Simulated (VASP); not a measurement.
# A single sheet of SnSe2: what the settings do to the level below the vacuum, part 4 of 4

Aim: find which settings matter for a slab model of a single sheet of SnSe2, and what they cost.

VASP 6.6.1, plane waves and PAW; the level of theory is named at each step.

So far, highest filled level below the vacuum (eV): step 2 (the base run, LDA) 6.33; step 11 (a lower cutoff, ENCUT 210, LDA) 6.32; step 12 (a lower cutoff, ENCUT 280, LDA) 6.33; step 14 (another smearing width, SIGMA 0.4, LDA) 6.33; step 15 (another level, functional PBE, disp none) 6.11.

## (16) Another level, functional PBEsol, disp none

This step: PBEsol; plane waves and PAW (Se, Sn) (VASP 6.6.1).

INCAR reads:

```
SYSTEM = SnSe2
PREC = Normal
ENCUT = 350
EDIFF = 1E-06
NELM = 120
ISMEAR = 0
SIGMA = 0.05
LREAL = .FALSE.
ALGO = Normal
GGA = PS
NBANDS = 14
LORBIT = 11
LWAVE = .FALSE.
LCHARG = .FALSE.
KPAR = 4
LASPH = .TRUE.
IDIPOL = 3
LDIPOL = .TRUE.
DIPOL = 0.5 0.5 0.5
LVHAR = .TRUE.
LVACPOTAV = .TRUE.
```

POSCAR reads:

```
SnSe2
1.0
    3.8110000000      0.0000000000      0.0000000000
   -1.9055000000      3.3004228140      0.0000000000
    0.0000000000      0.0000000000     18.0557280000
Se Sn
2 1
Direct
    0.3333333330      0.6666666670      0.5846193520
    0.6666666670      0.3333333330      0.4153806480
    0.0000000000      0.0000000000      0.5000000000
```

KPOINTS reads:

```
Automatic mesh
0
Gamma
9 9 1
0 0 0
```

Potentials, in the order of the species: Se and Sn (PBE family, release 64).

Launch:

```sh
$ mpirun -np 4 vasp_std
```

The program printed:

```text
[banner, memory and clock lines left out]
running    4 mpi-ranks, on    1 nodes
[...]
[... a notice as in an earlier step ...]

 LDA part: xc-table for (Slater+PW92), standard interpolation
 POSCAR, INCAR and KPOINTS ok, starting setup
[...]
entering main loop
       N       E                     dE             d eps       ncg     rms          rms(c)
DAV:   1     0.941426577503E+02    0.94143E+02   -0.40817E+03   336   0.597E+02
DAV:   2    -0.330628839396E+01   -0.97449E+02   -0.91000E+02   564   0.128E+02
DAV:   3    -0.130650703108E+02   -0.97588E+01   -0.96187E+01   444   0.504E+01
DAV:   4    -0.132640671081E+02   -0.19900E+00   -0.19868E+00   426   0.862E+00
[...]
DAV:  18    -0.129174811521E+02   -0.39335E-05   -0.15612E-07   336   0.198E-03    0.362E-04
DAV:  19    -0.129174835114E+02   -0.23593E-05   -0.88060E-08   300   0.112E-03    0.315E-04
DAV:  20    -0.129174839619E+02   -0.45049E-06   -0.19559E-08   318   0.477E-04
 [... a notice as in an earlier step ...]

   1 F= -.12917484E+02 E0= -.12917484E+02  d E =-.175853E-11
```

It took 7.6 s on 4 MPI ranks of Intel Xeon Platinum 8259CL at 2.50GHz (Skylake/Cascade Lake), shared host; peak memory 0.67 GiB; 29 s of CPU time.

Parts of OUTCAR (step 16):

```text
  Total        0.6742399      0.6742399      1.7951062     -0.0000000      0.0000000      0.0000000
  in kB        4.7566535      4.7566535     12.6641835     -0.0000000      0.0000000      0.0000000
  external PRESSURE =       7.3924968 kB  Pullay stress =       0.0000000 kB

 POSITION                                       TOTAL-FORCE (eV/Angst)
 -----------------------------------------------------------------------------------
     -0.00000      2.20028     10.55573         0.000000      0.000000      0.591924
      1.90550      1.10014      7.50000        -0.000000      0.000000     -0.591924
      0.00000      0.00000      9.02786         0.000000      0.000000      0.000000
 -----------------------------------------------------------------------------------
    total drift:                                0.000000     -0.000000     -0.000000

  FREE ENERGIE OF THE ION-ELECTRON SYSTEM (eV)
  ---------------------------------------------------
  free  energy   TOTEN  =       -12.9174839619 eV

  energy  without entropy=      -12.9174839619  energy(sigma->0) =      -12.91748396

[... 2 parts as in an earlier step ...]

[... 1 further part left out ...]
[key lines of the parts left out:]
E-fermi :  -2.8206
```

The PAW data sets were made with PBE, which is usual practice but a small mismatch for other functionals.

Against the base run its depth below the vacuum changes by -0.18 eV.

## (17) Another level, functional RPBE, disp none

This step: RPBE; plane waves and PAW (Se, Sn) (VASP 6.6.1).

Edit INCAR of step 16 so:

```diff
@@ -9,3 +9,3 @@
 ALGO = Normal
-GGA = PS
+GGA = RP
 NBANDS = 14
```

POSCAR is that of step 16.

KPOINTS is that of step 16.

Launch:

```sh
$ mpirun -np 4 vasp_std
```

The program printed:

```text
[... set-up lines as in an earlier step ...]
 entering main loop
       N       E                     dE             d eps       ncg     rms          rms(c)
DAV:   1     0.953513387364E+02    0.95351E+02   -0.40711E+03   336   0.596E+02
DAV:   2    -0.123914005251E+01   -0.96590E+02   -0.89872E+02   564   0.127E+02
DAV:   3    -0.109910736392E+02   -0.97519E+01   -0.96370E+01   438   0.501E+01
DAV:   4    -0.111848357313E+02   -0.19376E+00   -0.19344E+00   420   0.850E+00
[...]
DAV:  14    -0.108693363268E+02   -0.93886E-05   -0.98284E-07   384   0.455E-03    0.440E-03
DAV:  15    -0.108693658164E+02   -0.29490E-04   -0.69605E-06   420   0.105E-02    0.494E-03
DAV:  16    -0.108693656818E+02    0.13464E-06   -0.13124E-07   330   0.214E-03
 [... a notice as in an earlier step ...]

   1 F= -.10869366E+02 E0= -.10869366E+02  d E =-.194848E-14
```

Elapsed: 6.4 s, on 4 MPI ranks; peak memory 0.66 GiB.

Parts of OUTCAR (step 17):

```text
  Total        2.9020417      2.9020417      3.0976852      0.0000000      0.0000000     -0.0000000
  in kB       20.4734343     20.4734343     21.8536674      0.0000000      0.0000000     -0.0000000
  external PRESSURE =      20.9335120 kB  Pullay stress =       0.0000000 kB

 POSITION                                       TOTAL-FORCE (eV/Angst)
 -----------------------------------------------------------------------------------
     -0.00000      2.20028     10.55573         0.000000     -0.000000      1.016335
      1.90550      1.10014      7.50000        -0.000000      0.000000     -1.016335
      0.00000      0.00000      9.02786         0.000000      0.000000      0.000000
 -----------------------------------------------------------------------------------
    total drift:                               -0.000000     -0.000000     -0.000000

  FREE ENERGIE OF THE ION-ELECTRON SYSTEM (eV)
  ---------------------------------------------------
  free  energy   TOTEN  =       -10.8693656818 eV

  energy  without entropy=      -10.8693656818  energy(sigma->0) =      -10.86936568

[... 2 parts as in an earlier step ...]

[... 1 further part left out ...]
[key lines of the parts left out:]
E-fermi :  -2.6566
```

Against the base run its depth below the vacuum changes by -0.29 eV.

## (18) Another level, functional optB88-vdW, disp nonlocal

This step: optB88-vdW; plane waves and PAW (Se, Sn) (VASP 6.6.1).

Edit INCAR of step 17 so:

```diff
@@ -9,3 +9,8 @@
 ALGO = Normal
-GGA = RP
+GGA = BO
+AGGAC = 0
+LUSE_VDW = .TRUE.
+PARAM1 = 0.1833333333
+PARAM2 = 0.22
+LASPH = .TRUE.
 NBANDS = 14
@@ -15,3 +20,2 @@
 KPAR = 4
-LASPH = .TRUE.
 IDIPOL = 3
```

POSCAR is that of step 17.

KPOINTS is that of step 17.

Launch:

```sh
$ mpirun -np 4 vasp_std
```

The program printed:

```text
[banner, memory and clock lines left out]
running    4 mpi-ranks, on    1 nodes
[...]
|                                                                             |
|               ----> ADVICE to this user running VASP <----                  |
|                                                                             |
|     You have switched on vdW-DFT.                                           |
|     This routine was written and supplied by Jiri Klimes. We recommend      |
|     that you carefully read and cite the following publications:            |
|       J. Klimes, D.R. Bowler, A. Michelides                                 |
|          J. Phys.: Cond Matt. 22 022201 (2010)                              |
|       J. Klimes, D.R. Bowler, A. Michelides                                 |
|          Phys. Rev. B. 83, 195131 (2011)                                    |
|     and references therein.                                                 |
|                                                                             |

 [... a notice as in an earlier step ...]

 LDA part: xc-table for (Slater+PW92), standard interpolation
 POSCAR, INCAR and KPOINTS ok, starting setup
[...]
entering main loop
       N       E                     dE             d eps       ncg     rms          rms(c)
DAV:   1     0.100315398871E+03    0.10032E+03   -0.40574E+03   336   0.596E+02
DAV:   2     0.426144006712E+01   -0.96054E+02   -0.89349E+02   564   0.125E+02
DAV:   3    -0.576047184642E+01   -0.10022E+02   -0.98844E+01   438   0.507E+01
DAV:   4    -0.595727533028E+01   -0.19680E+00   -0.19645E+00   426   0.851E+00
[...]
DAV:  20    -0.558366857622E+01    0.18618E-04   -0.11782E-06   350   0.751E-03    0.180E-04
DAV:  21    -0.558364443273E+01    0.24143E-04   -0.21517E-06   338   0.110E-02    0.280E-04
DAV:  22    -0.558364378439E+01    0.64834E-06   -0.14878E-06   296   0.927E-03
 [... a notice as in an earlier step ...]

   1 F= -.55836438E+01 E0= -.55836438E+01  d E =-.164023E-14
```

Run time: 62 s. Hardware: 4 MPI ranks; peak memory 1.4 GiB.

OUTCAR, selected parts (step 18):

```text
  Total        2.1523358      2.1523358      2.9566790     -0.0000000      0.0000000      0.0000000
  in kB       15.1843805     15.1843805     20.8588915     -0.0000000      0.0000000      0.0000000
  external PRESSURE =      17.0758842 kB  Pullay stress =       0.0000000 kB

 POSITION                                       TOTAL-FORCE (eV/Angst)
 -----------------------------------------------------------------------------------
     -0.00000      2.20028     10.55573         0.000000      0.000000      0.970280
      1.90550      1.10014      7.50000        -0.000000     -0.000000     -0.970280
      0.00000      0.00000      9.02786         0.000000     -0.000000      0.000000
 -----------------------------------------------------------------------------------
    total drift:                               -0.000000     -0.000000      0.000000

  FREE ENERGIE OF THE ION-ELECTRON SYSTEM (eV)
  ---------------------------------------------------
  free  energy   TOTEN  =        -5.5836437844 eV

  energy  without entropy=       -5.5836437844  energy(sigma->0) =       -5.58364378

[... 2 parts as in an earlier step ...]

[... 1 further part left out ...]
[key lines of the parts left out:]
E-fermi :  -2.9214
```

Against the base run its depth below the vacuum changes by +0.01 eV.

## (19) Another level, functional r2SCAN, disp none

This step: r2SCAN; plane waves and PAW (Se, Sn) (VASP 6.6.1).

Edit INCAR of step 18 so:

```diff
@@ -9,7 +9,3 @@
 ALGO = Normal
-GGA = BO
-AGGAC = 0
-LUSE_VDW = .TRUE.
-PARAM1 = 0.1833333333
-PARAM2 = 0.22
+METAGGA = R2SCAN
 LASPH = .TRUE.
```

POSCAR is that of step 18.

KPOINTS is that of step 18.

Launch:

```sh
$ mpirun -np 4 vasp_std
```

The program printed:

```text
[banner, memory and clock lines left out]
running    4 mpi-ranks, on    1 nodes
[...]
[... a notice as in an earlier step ...]

 LDA part: xc-table for (None), standard interpolation
 POSCAR, INCAR and KPOINTS ok, starting setup
[...]
entering main loop
       N       E                     dE             d eps       ncg     rms          rms(c)
DAV:   1     0.520943591119E+02    0.52094E+02   -0.41440E+03   336   0.602E+02
DAV:   2    -0.471117788447E+02   -0.99206E+02   -0.92830E+02   564   0.130E+02
DAV:   3    -0.569594625521E+02   -0.98477E+01   -0.97331E+01   432   0.512E+01
DAV:   4    -0.571460514497E+02   -0.18659E+00   -0.18632E+00   408   0.839E+00
[...]
DAV:  19    -0.545987352246E+02   -0.14128E-05   -0.34301E-07   288   0.575E-03    0.232E-04
DAV:  20    -0.545987362680E+02   -0.10434E-05   -0.14116E-07   324   0.369E-03    0.103E-04
DAV:  21    -0.545987364377E+02   -0.16963E-06   -0.44869E-08   258   0.205E-03
 [... a notice as in an earlier step ...]

   1 F= -.54598736E+02 E0= -.54598736E+02  d E =-.486356E-13
```

The job ended after 23 s (4 MPI ranks; peak memory 0.68 GiB).

From OUTCAR (step 19):

```text
  Total        1.0787207      1.0787207      1.6971773     -0.0000000      0.0000000     -0.0000000
  in kB        7.6102000      7.6102000     11.9733112     -0.0000000      0.0000000     -0.0000000
  external PRESSURE =       9.0645704 kB  Pullay stress =       0.0000000 kB

 POSITION                                       TOTAL-FORCE (eV/Angst)
 -----------------------------------------------------------------------------------
     -0.00000      2.20028     10.55573         0.000000      0.000000      0.559730
      1.90550      1.10014      7.50000        -0.000000     -0.000000     -0.559730
      0.00000      0.00000      9.02786         0.000000     -0.000000      0.000000
 -----------------------------------------------------------------------------------
    total drift:                                0.000000     -0.000000     -0.000000

  FREE ENERGIE OF THE ION-ELECTRON SYSTEM (eV)
  ---------------------------------------------------
  free  energy   TOTEN  =       -54.5987364377 eV

  energy  without entropy=      -54.5987364377  energy(sigma->0) =      -54.59873644

[... 2 parts as in an earlier step ...]

[... 1 further part left out ...]
[key lines of the parts left out:]
E-fermi :  -3.0736
```

Against the base run its depth below the vacuum changes by +0.12 eV.

## (20) Comparing the runs

Times are for 4 MPI ranks of Intel Xeon Platinum 8259CL at 2.50GHz (Skylake/Cascade Lake), shared host. The runs compared:

| no. | functional | highest filled level below the vacuum (eV) | time | memory (GiB) |
| --- | --- | --- | --- | --- |
| 1 | PBE | 6.112 | 8.4 s | 0.66 |
| 2 | PBEsol | 6.144 | 7.6 s | 0.67 |
| 3 | RPBE | 6.037 | 6.4 s | 0.66 |
| 4 | optB88-vdW | 6.339 | 62 s | 1.4 |
| 5 | r2SCAN | 6.445 | 23 s | 0.68 |

## (21) With spin orbit coupling

This step: LDA, spin-orbit coupling; plane waves and PAW (Se, Sn) (VASP 6.6.1).

For heavy elements spin-orbit coupling shifts the highest filled levels.

Edit INCAR of step 19 so:

```diff
@@ -9,5 +9,9 @@
 ALGO = Normal
-METAGGA = R2SCAN
+GGA = CA
+LNONCOLLINEAR = .TRUE.
+MAGMOM = 0 0 0 0 0 0 0 0 0
+NBANDS = 28
+GGA_COMPAT = .FALSE.
 LASPH = .TRUE.
-NBANDS = 14
+LSORBIT = .TRUE.
 LORBIT = 11
```

POSCAR is that of step 19.

KPOINTS is that of step 19.

Launch:

```sh
$ mpirun -np 4 vasp_ncl
```

The program printed:

```text
[... set-up lines as in an earlier step ...]
 entering main loop
       N       E                     dE             d eps       ncg     rms          rms(c)
DAV:   1     0.973460791589E+02    0.97346E+02   -0.40731E+03   672   0.603E+02
DAV:   2    -0.131428752260E+01   -0.98660E+02   -0.93891E+02  1068   0.137E+02
DAV:   3    -0.137926144893E+02   -0.12478E+02   -0.12306E+02   836   0.547E+01
DAV:   4    -0.141227345191E+02   -0.33012E+00   -0.32904E+00   876   0.108E+01
[...]
DAV:  19    -0.137457976304E+02   -0.53270E-05   -0.14881E-07   644   0.166E-03    0.469E-04
DAV:  20    -0.137457998212E+02   -0.21908E-05   -0.54730E-08   604   0.990E-04    0.225E-04
DAV:  21    -0.137458007165E+02   -0.89533E-06   -0.23311E-08   612   0.560E-04
 [... a notice as in an earlier step ...]

   1 F= -.13745801E+02 E0= -.13745801E+02  d E =-.419961E-15  mag=    -0.0000     0.0000    -0.0000
```

Run time: 21 s. Hardware: 4 MPI ranks; peak memory 1.2 GiB.

OUTCAR, selected parts (step 21):

```text
  Total        0.0673506      0.0673506      1.3592571      0.0000000      0.0000000      0.0000000
  in kB        0.4751477      0.4751477      9.5893389      0.0000000      0.0000000      0.0000000
  external PRESSURE =       3.5132114 kB  Pullay stress =       0.0000000 kB

 POSITION                                       TOTAL-FORCE (eV/Angst)
 -----------------------------------------------------------------------------------
     -0.00000      2.20028     10.55573         0.000000      0.000000      0.451618
      1.90550      1.10014      7.50000        -0.000000     -0.000000     -0.451618
      0.00000      0.00000      9.02786         0.000000      0.000000      0.000000
 -----------------------------------------------------------------------------------
    total drift:                               -0.000000     -0.000000     -0.000000

  FREE ENERGIE OF THE ION-ELECTRON SYSTEM (eV)
  ---------------------------------------------------
  free  energy   TOTEN  =       -13.7458007165 eV

  energy  without entropy=      -13.7458007165  energy(sigma->0) =      -13.74580072

 magnetization (x)
# of ion       s       p       d       tot
------------------------------------------
    1        0.000   0.000   0.000   0.000
    2        0.000   0.000   0.000   0.000
    3        0.000   0.000  -0.000  -0.000
--------------------------------------------------
tot          0.000   0.000  -0.000   0.000

 magnetization (y)
# of ion       s       p       d       tot
------------------------------------------
    1        0.000   0.000   0.000   0.000
    2       -0.000  -0.000   0.000  -0.000
    3        0.000  -0.000   0.000  -0.000
--------------------------------------------------
tot          0.000  -0.000   0.000  -0.000

 magnetization (z)
# of ion       s       p       d       tot
------------------------------------------
    1        0.000   0.000   0.000   0.000
    2        0.000   0.000   0.000   0.000
    3        0.000  -0.000   0.000  -0.000
--------------------------------------------------
tot          0.000  -0.000   0.000  -0.000

[... 1 part as in an earlier step ...]

[... 2 further parts left out ...]
[key lines of the parts left out:]
E-fermi :  -2.9305
```

Numbers from this step:

* free energy (TOTEN): -13.75 eV
* Fermi energy: -2.930 eV
* vacuum levels: 3.108, 3.108 eV
* ionisation potentials of the upper and lower face: 6.304, 6.304 eV
* electron affinities of the upper and lower face: 5.390, 5.390 eV
* highest filled level below the vacuum: 6.304 eV
* gap on the k-mesh: 0.9149 eV
* least direct gap on the k-mesh: 1.181 eV

The spin moment in the PAW sphere vanishes on all atoms.

Against the base run its depth below the vacuum changes by -0.02 eV.

## (22) Cost and result by level

Times are for 4 MPI ranks of Intel Xeon Platinum 8259CL at 2.50GHz (Skylake/Cascade Lake), shared host. The runs compared:

| no. | run | electronic cycles | bands | eigenvalues first band | highest filled level below the vacuum (eV) | gap on the k-mesh (eV) | time | memory (GiB) |
| --- | --- | --- | --- | --- | --- | --- | --- | --- |
| 1 | base run | 20 | 14 | 1 | 6.328 | 0.9236 | 6.4 s | 0.6 |
| 2 | series over the cutoff | 19 | 14 | 1 | 6.324 | 0.9238 | 3.6 s | 0.46 |
| 3 | series over the cutoff | 20 | 14 | 1 | 6.328 | 0.9237 | 4.8 s | 0.53 |
| 4 | series over the smearing | 20 | 14 | 1 | 6.328 | 0.9236 | 6.2 s | 0.59 |
| 5 | series over the smearing | 20 | 14 | 1 | 6.333 | 0.9263 | 6.4 s | 0.6 |
| 6 | with spin orbit coupling | 21 | 28 | 5 | 6.304 | 0.9149 | 21 s | 1.2 |

## (23) All runs together

This step: slab, study of settings, base LDA; plane waves and PAW (VASP 6.6.1).

This step runs nothing: it gathers the runs above.

This step gave:

- highest filled level below the vacuum: 6.328 eV

Energies of other functionals are not comparable and are left out. All runs:

| change from the base run | level below the vacuum (eV) | shift (eV) | energy change (meV/atom) | core seconds |
| --- | --- | --- | --- | --- |
| base | 6.328 | 0 | 0 | 25.6 |
| mesh 3 x 3 | 6.322 | -0.006 | 150.3 | 12 |
| mesh 6 x 6 | 6.317 | -0.011 | 4.1 | 20.8 |
| mesh 12 x 12 | 6.325 | -0.003 | -0.3 | 35.2 |
| vacuum 5 A | - | - | 2.5 | 11.2 |
| vacuum 8 A | 6.309 | -0.019 | 0.6 | 15.2 |
| vacuum 24 A | 6.329 | 0 | -0.1 | 37.6 |
| cutoff 210 eV | 6.324 | -0.004 | 1.4 | 14.4 |
| cutoff 280 eV | 6.328 | 0 | 0.9 | 19.2 |
| smearing 0.02 eV | 6.328 | 0 | 0 | 24.8 |
| smearing 0.4 eV | 6.333 | 0.005 | 1.5 | 25.6 |
| PBE | 6.112 | -0.216 | - | 33.6 |
| PBEsol | 6.144 | -0.184 | - | 30.4 |
| RPBE | 6.037 | -0.291 | - | 25.6 |
| optB88-vdW | 6.339 | 0.011 | - | 248 |
| r2SCAN | 6.445 | 0.117 | - | 92 |
| spin-orbit coupling | 6.304 | -0.024 | - | 84 |

## (24) What came out

| Property | Result |
| --- | --- |
| highest filled level below the vacuum | 6.33 eV |

In words: The base run puts the highest filled level 6.33 eV below the vacuum at the upper face. The meshes tried shift it by about 0.01 eV or less. Among the vacuum widths the largest shift is -0.02 eV (vacuum 8 A, at 0.59 times the cost). The lower cutoffs shift it by about 0.01 eV or less. The smearing widths shift it by about 0.01 eV or less. With vacuum 5 A the program printed no vacuum level, so no level is given there, and the line on vacuum widths holds for the others alone. The functionals span 0.41 eV, from RPBE to r2SCAN. The program warns that it found no field-free region at its default tolerance, also in runs whose level could not be checked against a flat part of the potential; that adds doubt to those levels. The thickness of the slab was not varied, and the small cell can't reconstruct. Costs come from a shared host, and the base run also writes a finer density of states, so small ratios mean little. All runs hold the atoms as cut and share one family of PAW data sets, so relaxation and each functional's own lattice are left out.

[Lines on the potential files, build, host, timing and source positions are cut from VASP's logs without a mark.]

[Logs are printed without paths, hosts, clocks, repeated set-up lines and the standing remarks that a program may print on its own settings, such as how far it seeks lower states.]

[Hosts, paths, dates, database ids (printed as entryN), source tags and the programs' standing remarks are cut or masked in the printed files.]

[In band tables of VASP the shares of atoms and orbitals are scaled to a sum of 1 inside the atoms' spheres.]

[Runs that stopped without an error message from VASP are left out.]
